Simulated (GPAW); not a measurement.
A run of GPAW 26.7.0:

run.py

```python
from ase.dft.bandgap import bandgap
from ase.io import read, write
from ase.units import GPa
from gpaw import GPAW, PW

atoms = read('POSCAR')

calc = GPAW(mode=PW(600),
            xc='PBE',
            kpts={'size': (9, 9, 5), 'gamma': True},
            occupations={'name': 'fermi-dirac', 'width': 0.05},
            nbands=26,
            convergence={'density': 1e-05, 'energy': 1e-05},
            maxiter=150,
            txt='gpaw.txt')
atoms.calc = calc
energy = atoms.get_potential_energy()
forces = atoms.get_forces()
stress = atoms.get_stress()
calc.write('gs.gpw')
write('result.traj', atoms)
print(f'Energy: {energy:.6f} eV')
print('Forces (eV/A):')
print(forces.round(4))
print('Stress (GPa):', (stress / GPa).round(3))
print('Fermi level:', round(calc.get_fermi_level(), 4), 'eV')
print(f'Gap: {bandgap(calc)[0]:.4f} eV, direct: {bandgap(calc, direct=True)[0]:.4f} eV')
```

The input POSCAR:

```
PtS2
1.0
    3.5432000000      0.0000000000      0.0000000000
   -1.7716000000      3.0685012107      0.0000000000
    0.0000000000      0.0000000000      5.0388000000
Pt S
1 2
Direct
    0.0000000000      0.0000000000      0.0000000000
    0.6666666667      0.3333333333      0.7730000000
    0.3333333333      0.6666666667      0.2270000000
```

Potentials or basis: GPAW PAW data sets (gpaw-data 1.2.1), pw.

Launch:

```bash
$ OMP_NUM_THREADS=1 python run.py
```

Hardware: 1 thread of Arm Neoverse V2, on a shared host.

Task: How long does it take, and how much memory?

Result: It took 45 s on 1 thread of Arm Neoverse V2 (shared host), peak memory 0.2 GiB. Counts: scf iterations 10, plane waves 1863, bands 26, k points 50.
